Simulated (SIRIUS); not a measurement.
Au: equation of state with LDA

The system is Au.

```
Au
1.0
    -1.65727    1.65727    1.65727
     1.65727   -1.65727    1.65727
     1.65727    1.65727   -1.65727
Au
1
Direct
  0.00000 0.00000 0.00000
```

This isn't the form of Au at room conditions, which is fcc.

```
Program                                     : SIRIUS 7.12.0
Task                                        : equation of state
Functional                                  : LDA
Potentials or basis                         : all-electron FP-LAPW
Cutoff                                      : 169 eV
Basis                                       : apw+lo standard
k mesh                                      : 11 × 11 × 11
Occupations                                 : fermi-dirac, width 0.05 eV
Spin                                        : no spin polarisation
Muffin tin radii                            : Au 2.61 bohr
Basis cutoff (gk_cutoff)                    : 3.52 1/bohr
Cutoff of density and potential (pw_cutoff) : 20 1/bohr
lmax of the basis                           : 11
lmax of density and potential               : 8
Valence relativity                          : iora
Core states                                 : Au 1s2s2p3s3p3d4s4p4d
Local orbitals (radial functions)           : Au 17
Smallest sphere radius times basis cutoff   : 9.19
```

The equilibrium volume is 16.62 Å³/atom (rough: see the caveat) and the bulk modulus is 185 GPa (rough).

Energy against volume, from the lowest point:
| volume (Å³/atom) | energy (meV/atom) |
| --- | --- |
| 17.115 | 0.00 |
| 17.479 | 15.10 |
| 17.843 | 36.40 |
| 18.207 | 63.76 |
| 18.571 | 95.87 |
| 18.935 | 132.12 |
| 19.299 | 172.05 |

All runs of the series together: 4.9 min on 1 thread of Arm Neoverse V1 (shared host).

Caveat: the minimum lies outside the volumes run. The run has no spin-orbit coupling, so splittings on Au are missing.
